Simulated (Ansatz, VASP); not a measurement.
One calculation of SiC, two programs

INCAR

```
SYSTEM = SiC
PREC = Accurate ; ENCUT = 600
EDIFF = 1E-6 ; ISMEAR = -1
SIGMA = 0.1 ; LREAL = .False.
LASPH = .True. ; NELM = 60
ALGO = Normal ; ISIF = 3
LWAVE = .False. ; LCHARG = .False.
IBRION = 2 ; NSW = 100
EDIFFG = -0.002
```

File KPOINTS:

```
regular mesh
0
Gamma
  18 18 18
  0 0 0
```

File POSCAR:

```
SiC
1.0
    0.0000000000      2.1790000000      2.1790000000
    2.1790000000      0.0000000000      2.1790000000
    2.1790000000      2.1790000000      0.0000000000
Si C
1 1
Direct
    0.0000000000      0.0000000000      0.0000000000
    0.7500000000      0.7500000000      0.7500000000
```

Input for Ansatz:

```yaml
crystal:
  lattice:
    - [0.0, 2.179, 2.179]
    - [2.179, 0.0, 2.179]
    - [2.179, 2.179, 0.0]
  atoms:
    - { symbol: Si, position: [0.0, 0.0, 0.0] }
    - { symbol: C, position: [0.75, 0.75, 0.75] }
kpoints:
  mp_grid: { grid: [18, 18, 18] }
scf:
  occupations: { method: fermi_dirac, width: 0.1 }
hamiltonian:
  xc: lda
  pseudopotentials: { kind: paw }
relax:
  f_tol: 0.002
  max_steps: 80
  cell: {}
output:
  forces: true
  stress: true
```

Alike in both runs: task relaxation of cell and atoms; functional LDA; k mesh 18 × 18 × 18; occupations fermi-dirac, width 0.1 eV; no spin polarisation.

```csv
,VASP,Ansatz
version,VASP 6.6.1,Ansatz 0.2.0
potentials or method,"VASP PAW LDA potentials, release 64 (Si, C)","PAW with Ansatz's default frozen-core files, scalar-relativistic"
plane-wave cutoff (eV),600,420
valence electrons in the cell,8,8
```

```tsv
	VASP	Ansatz	Ansatz less VASP
relaxed volume (Å³/atom)	10.15	10.14	-0.011
relaxed cell length with the largest relative difference (Å)	3.062	3.061	-0.0011
energy change over the relaxation (meV/atom)	-3	-3	-0.3
```

A k mesh can miss the band edges. LDA usually gives volumes a few per cent too small. Zero-point motion and thermal expansion aren't in these numbers.
